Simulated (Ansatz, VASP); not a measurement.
**BaS in VASP and in Ansatz**

INCAR

```
SYSTEM = BaS
PREC     = Accurate       ! precision mode
ENCUT    = 520            ! plane-wave cutoff, eV
EDIFF    = 1E-6           ! SCF threshold, eV
ISMEAR   = -1             ! smearing method
SIGMA    = 0.05           ! smearing width, eV
LREAL    = .FALSE.        ! projectors in reciprocal space
LASPH    = .TRUE.         ! aspherical terms in the spheres
NELM     = 100            ! most SCF steps
ALGO     = Normal         ! electronic algorithm
ISIF     = 2              ! what is computed and relaxed
LWAVE    = .FALSE.        ! write WAVECAR
LCHARG   = .FALSE.        ! write CHGCAR
GGA      = PS             ! functional
NBANDS   = 15             ! bands
```

KPOINTS

```
Automatic mesh
0
G
  7 7 7
  0 0 0
```

Contents of POSCAR:

```
BaS
1.0
    0.0000000000      3.2563884516      3.2563884516
    3.2563884516      0.0000000000      3.2563884516
    3.2563884516      3.2563884516      0.0000000000
Ba S
1 1
Direct
    0.0000000000      0.0000000000      0.0000000000
    0.5000000000      0.5000000000      0.5000000000
```

Contents of input.yaml:

```yaml
crystal:
  lattice:
    - [0.0, 3.2563884516, 3.2563884516]
    - [3.2563884516, 0.0, 3.2563884516]
    - [3.2563884516, 3.2563884516, 0.0]
  atoms:
    - { symbol: Ba, position: [0.0, 0.0, 0.0] }
    - { symbol: S, position: [0.5, 0.5, 0.5] }
kpoints:
  mp_grid: { grid: [7, 7, 7] }
scf:
  occupations: { method: fermi_dirac, width: 0.05 }
hamiltonian:
  xc: pbesol
  pseudopotentials: { kind: all_electron, lapw: { basis_error: 0.0005 } }
output:
  forces: true
  stress: true
  eigenvalues: true
```

Change from the starting cell: volume scaled by 1.06.

Alike in both runs: task single point; functional PBEsol; k mesh 7 × 7 × 7; occupations fermi-dirac, width 0.05 eV; no spin polarisation.

```csv
,VASP,Ansatz
version,VASP 6.6.1,Ansatz 0.2.0
potentials or method,"VASP PAW PBE potentials, release 64 (Ba_sv, S)","all-electron LAPW, scalar-relativistic"
plane-wave cutoff (eV),520,see its input
```

|  | VASP | Ansatz | Ansatz less VASP |
| --- | --- | --- | --- |
| gap on the k mesh at the Fermi level (eV) | 2.13 | 2.22 | +0.086 |
| least direct gap on the mesh (eV) | 2.31 | 2.37 | +0.058 |
| pressure (GPa) | -2.8 | -3.2 | -0.50 |

Ansatz ran all-electron here, so the differences hold the error of VASP's frozen core and of both bases.

Caveats: spin-orbit coupling is left out, which moves the levels of the heavy elements; an odd mesh through Γ misses points on the zone boundary, where band edges often lie; the PAW data sets were made with another functional, which shifts forces and pressure a little (VASP).
